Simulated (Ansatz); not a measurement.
**Ni under changes of volume**

One of the cells (10.492 Å³/atom); the others are scaled copies at fixed shape and fractional positions:

```xyz
1
Lattice="0.0000 1.7376 1.7376 1.7376 0.0000 1.7376 1.7376 1.7376 0.0000" Properties=species:S:1:pos:R:3 pbc="T T T"
Ni    0.0000    0.0000    0.0000
```

| Quantity | Value |
| --- | --- |
| Program | Ansatz 0.2.0 |
| Functional | PBEsol |
| Potentials or basis | Ansatz PAW |
| Cutoff | 420 eV (not typed: the program's choice for these potentials) |
| k mesh | 13 × 13 × 13 |
| Occupations | fermi-dirac, width 0.05 eV |
| Spin | collinear spin, ferromagnetic start |
| Starting moments | [1.0] μB |

```csv
volume (Å³/atom),energy over the lowest point (meV/atom),pressure (GPa)
9.862,19.67,13.5
10.072,?,?
10.282,0.00,2.3
10.492,0.30,-2.4
10.702,6.39,-6.5
10.912,17.60,-10.2
11.122,33.36,-13.5
```

**Question.** What does the run at 10.072 Å³/atom give?

**Answer.** Energy over the lowest point 6.18 meV/atom; pressure 7.5 GPa.

Worked out: A Birch-Murnaghan fit of order 3 (a polynomial in V^(-2/3)) to the other rows has its minimum at 10.38 Å³/atom with B0 = V·E''(V) = 232 GPa and B' = 4.8. It gives 6.18 meV/atom at 10.072 Å³/atom, against the run's 6.18, and -dE/dV = 7.4 GPa, against 7.5.

Energies are extrapolated to zero smearing.

Caveats: the PAW data sets come from PBE, with cores solved anew for the run's functional, which leaves a small shift of forces and pressure.
